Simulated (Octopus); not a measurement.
**SrO in Octopus: the effect of functional**

Crystal: SrO.

```
CELL_PARAMETERS angstrom
0.00000 2.56630 2.56630
2.56630 0.00000 2.56630
2.56630 2.56630 0.00000
ATOMIC_POSITIONS crystal
Sr 0.50000 0.50000 0.50000
O 0.00000 0.00000 0.00000
```

Alike in all runs:

- Program: Octopus 16.4
- Task: single point
- Potentials or basis: pseudodojo_pbe (PseudoDojo 0.5, PBE)
- Grid spacing: 0.145 Å
- k mesh: 8 × 8 × 8
- Occupations: fermi-dirac, width 0.05 eV
- Spin: no spin polarisation

| functional | gap on the mesh (eV) |
| --- | --- |
| LDA | ? |
| PBEsol | 3.18 |
| RPBE | 3.45 |
| revPBE | 3.41 |
| BLYP | 3.43 |
| AM05 | 3.25 |
| WC | 3.19 |
| PW91 | 3.31 |

Question: What does the run with functional LDA give?

Answer: gap on the mesh 3.10 eV.

A k mesh can miss the band edges.

Runs at the PBE level aren't shown here.
